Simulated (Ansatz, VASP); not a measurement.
**AlNi: VASP beside Ansatz**

```xyz
2
Lattice="2.8326 0.0000 0.0000 0.0000 2.8326 0.0000 0.0000 0.0000 2.8326" Properties=species:S:1:pos:R:3 pbc="T T T"
Al    0.0000    0.0000    0.0000
Ni    1.4163    1.4163    1.4163
```

Alike in both runs: functional LDA; k mesh 14 × 14 × 14; occupations gaussian, width 0.1 eV; no spin polarisation.

Ansatz relaxed the structure, and its values are those at the end. VASP's run is a single point on that final structure, the one shown.

```csv
,VASP,Ansatz
version,VASP 6.6.1,Ansatz 0.2.0
potentials or method,"VASP PAW LDA potentials, release 64 (Al, Ni)","scalar-relativistic, plane waves, PAW"
plane-wave cutoff (eV),520,420
valence electrons in the cell,13,21
```

```csv
,VASP,Ansatz,Ansatz less VASP
gap on the k mesh at the Fermi level (eV),none,none,-
pressure (GPa),0.4,0.0,-0.39
```

A gap of «none» marks a metal or a gap that the smearing closes. The two sets of potentials don't hold the same shells in valence.

Spin polarisation is off, so any magnetic state and its effect on volume and gap are missing.
